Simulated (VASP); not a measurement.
Here is a VASP 6.6.1 calculation.

File INCAR:

```
  PREC = Accurate
  ENCUT = 600
  EDIFF = 1E-7
  ISMEAR = 0
  SIGMA = 0.03
  LREAL = False
  LASPH = True
  NELM = 80
  ALGO = Normal
  ISIF = 2
  LWAVE = False
  LCHARG = False
  METAGGA = R2SCAN
  LMIXTAU = True
  IBRION = 2
  NSW = 40
  EDIFFG = -0.01
```

Contents of KPOINTS:

```
regular mesh
0
Gamma
  14 14 14
```

POSCAR

```
BN                                      
1.0
    0.0000000000      1.8304145072      1.8304145072
    1.8304145072      0.0000000000      1.8304145072
    1.8304145072      1.8304145072      0.0000000000
  B               N             
     1     1
Direct
     0.0000000000000000    0.0000000000000000    0.0000000000000000
     0.2500000000000000    0.2500000000000000    0.2500000000000000
```

Potentials or basis: VASP PAW PBE potentials, release 64 (B, N).

The run is started by

```console
$ cat potpaw_PBE.64/B/POTCAR potpaw_PBE.64/N/POTCAR > POTCAR
$ mpirun -np 1 vasp_std > vasp.out
```

Task: What does it give for the band gap on the k mesh?

Result: 4.93 eV, indirect (least direct gap 9.34 eV).

Final structure:
```
B N
1.0
     0.00000    1.83041    1.83041
     1.83041    0.00000    1.83041
     1.83041    1.83041    0.00000
B N
1 1
Cartesian
  0.0000 0.0000 0.0000
  0.9152 0.9152 0.9152
```

Caveat: the relaxation stopped at its first step, so nothing moved. A k mesh can miss the band edges.
